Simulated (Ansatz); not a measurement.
Theory: Ansatz 0.2.0, DFT PBE, scalar-relativistic, plane waves, PAW. All cells share a 420 eV cutoff and Γ-centred k meshes spaced at most about 0.3 Å⁻¹ (about 0.25 or finer for metals, 2π included). No spin polarisation in the final relaxations.

These are static total energies at zero pressure. All come from trial cells, and lower structures may exist.

Question: These unrelaxed guesses for Si2C are each relaxed within their symmetry. Order them by the energy at which they end, lowest first.
1.

```
Si C
1.0
     2.73095    0.00000    0.00000
    -1.36547    2.36507    0.00000
     0.00000    0.00000    6.68943
Si C
2 1
Direct
  0.33333 0.66667 0.66667
  0.66667 0.33333 0.33333
  0.00000 0.00000 0.00000
```

2.

```
Si C
1.0
     3.44078    0.00000    0.00000
    -1.72039    2.97980    0.00000
     0.00000    0.00000    8.42815
Si C
4 2
Direct
  0.00000 0.00000 0.37500
  0.33333 0.66667 0.04167
  0.00000 0.00000 0.62500
  0.66667 0.33333 0.95833
  0.66667 0.33333 0.70833
  0.33333 0.66667 0.29167
```

3.

```
Si C
1.0
     3.44078    0.00000    0.00000
    -1.72039    2.97980    0.00000
     0.00000    0.00000    8.42815
Si C
4 2
Direct
  0.33333 0.66667 0.04167
  0.66667 0.33333 0.70833
  0.33333 0.66667 0.29167
  0.66667 0.33333 0.95833
  0.00000 0.00000 0.37500
  0.00000 0.00000 0.62500
```

4.

```
Si C
1.0
     4.09490   -2.36419    0.00000
     4.09490    2.36419    0.00000
     0.00000    0.00000    4.46293
Si C
4 2
Direct
  0.66667 0.00000 0.25000
  0.00000 0.33333 0.25000
  0.33333 0.00000 0.75000
  0.00000 0.66667 0.75000
  0.33333 0.66667 0.25000
  0.66667 0.33333 0.75000
```

Answer: 2 (ends in P-3m1, 0 meV/atom), 3 (ends in P-3m1, 100 meV/atom), 1 (ends in P-3m1, anti-cadmium iodide type, 0.36 eV/atom), 4 (ends in Fmmm, 0.53 eV/atom). Even the lowest end lies +0.25 eV/atom against the elements.

No dispersion correction is applied, so the spacing and binding between layers, chains or molecules are poorly described (Fmmm), and this can change margins and order among such cells. Cells relaxed within their symmetry can be saddle points. Some types were kept out of the candidates beforehand, so the set may lack a known form.
